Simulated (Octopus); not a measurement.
BP under changes of volume

One of the cells (11.682 Å³/atom); the others are scaled copies at fixed shape and fractional positions:

```
CELL_PARAMETERS angstrom
0.00000 2.26900 2.26900
2.26900 0.00000 2.26900
2.26900 2.26900 0.00000
ATOMIC_POSITIONS crystal
P 0.75000 0.75000 0.75000
B 0.00000 0.00000 0.00000
```

* Program: Octopus 16.4
* Functional: SOGGA
* Potentials or basis: pseudodojo_lda (PseudoDojo 0.4, LDA)
* Grid spacing: 0.160 Å
* k mesh: 7 × 7 × 7
* Occupations: methfessel-paxton, width 0.1 eV
* Spin: collinear spin, zero start
* Starting moments: [0.0, 0.0] μB

| volume (Å³/atom) | energy over the lowest point (meV/atom) | gap on the mesh (eV) |
| --- | --- | --- |
| 10.981 | ? | ? |
| 11.214 | 0.00 | 1.09 |
| 11.448 | 1.38 | 1.12 |
| 11.682 | 9.36 | 1.15 |
| 11.915 | 20.34 | 1.17 |
| 12.149 | 36.51 | 1.20 |
| 12.383 | 55.66 | 1.23 |

**Question.** What does the run at 10.981 Å³/atom give?

**Answer.** Energy over the lowest point 4.08 meV/atom; gap on the mesh 1.06 eV.

Worked out: A Birch-Murnaghan fit of order 3 (a polynomial in V^(-2/3)) to the other rows has its minimum at 11.26 Å³/atom with B0 = V·E''(V) = 201 GPa and B' = 6.2. It gives 4.40 meV/atom at 10.981 Å³/atom, against the run's 4.08. A straight line through the other rows of the gap, of slope 1.38 eV per unit of ln V, extrapolates to 1.06 eV, against the run's 1.06.

Energies are extrapolated to zero smearing.

Caveats: the potentials were made for another functional, which shifts forces and pressure; an odd mesh through Γ misses points on the zone boundary, where band edges often lie.
